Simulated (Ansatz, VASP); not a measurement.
## KCl: VASP beside Ansatz

```
K Cl
1.0
     3.63400    0.00000    0.00000
     0.00000    3.63400    0.00000
     0.00000    0.00000    3.67034
K Cl
1 1
Direct
  0.00000 0.00000 0.00000
  0.50000 0.50000 0.50000
```

Change from the starting cell: zz strain of +1 %, crystal datasets.

Alike in both runs: task electric field gradients; functional PBEsol; k mesh 7 × 7 × 7; occupations fermi-dirac, width 0.01 eV; no spin polarisation.

|  | VASP | Ansatz |
| --- | --- | --- |
| version | VASP 6.6.1 | Ansatz 0.2.0 |
| potentials or method | VASP PAW PBE potentials, release 64 (K_sv, Cl), cutoff 520 eV | all-electron PAW with datasets made for the crystal, scalar-relativistic |

Ansatz gave:

- gap on the k mesh at the Fermi level (eV): 5.33
- pressure (GPa): 2.0
- largest component of the traceless stress (GPa): 0.33
- Vzz of the field gradient on the site that differs most (V/Å²): 2.6

Problem. What did VASP give for the same quantities?

Solution. gap on the k mesh at the Fermi level (eV): 5.32; pressure (GPa): 2.1; largest component of the traceless stress (GPa): 0.33; Vzz of the field gradient on the site that differs most (V/Å²): 2.6.

Ansatz ran all-electron here, so the differences hold the error of VASP's frozen core and of both bases.

Caveats: the PAW data sets were made with another functional, which shifts forces and pressure a little (VASP); an odd mesh through Γ misses points on the zone boundary, where band edges often lie.
